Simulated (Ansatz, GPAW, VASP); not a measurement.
# AlRu: 3 runs at one level of theory

```xyz
2
Lattice="2.9916 0.0000 0.0000 0.0000 2.9916 0.0000 0.0000 0.0000 2.9916" Properties=species:S:1:pos:R:3 pbc="T T T"
Ru    1.4958    1.4958    1.4958
Al    0.0000    0.0000    0.0000
```

Alike in all runs: task band structure; functional revPBE; k mesh 9 × 9 × 9; occupations fermi-dirac, width 0.05 eV; no spin polarisation; no spin-orbit coupling. Pressure is positive in compression and, in plane waves, holds the error of the finite cutoff, which Ansatz's Pulay term estimates and takes out.

| program and potentials | plane-wave cutoff (eV) | notes | pressure (GPa) |
| --- | --- | --- | --- |
| Ansatz, Ansatz PAW | 420 | potentials made for PBE, which Ansatz adapts in part; 9.5 valence electrons an atom on average; Pulay term of +0.08 GPa included | 5.20 |
| VASP, PBE PAW files Al, Ru_pv, 520 eV | 520 | potentials made for PBE; 8.5 valence electrons an atom on average | 5.02 |
| GPAW, the program's PAW data sets (release 1.2.1) made for this functional | 600 | 9.5 valence electrons an atom on average | 5.97 |

The pressure spans 5.02 (VASP, PBE PAW files Al, Ru_pv, 520 eV) to 5.97 GPa (GPAW, the program's PAW data sets (release 1.2.1) made for this functional). Some sets were made for another functional than the one run, which can shift their rows.

The functional is the same throughout but for its coding, so the spread measures potentials, basis and numerics; runs on potential files found faulty are left out.
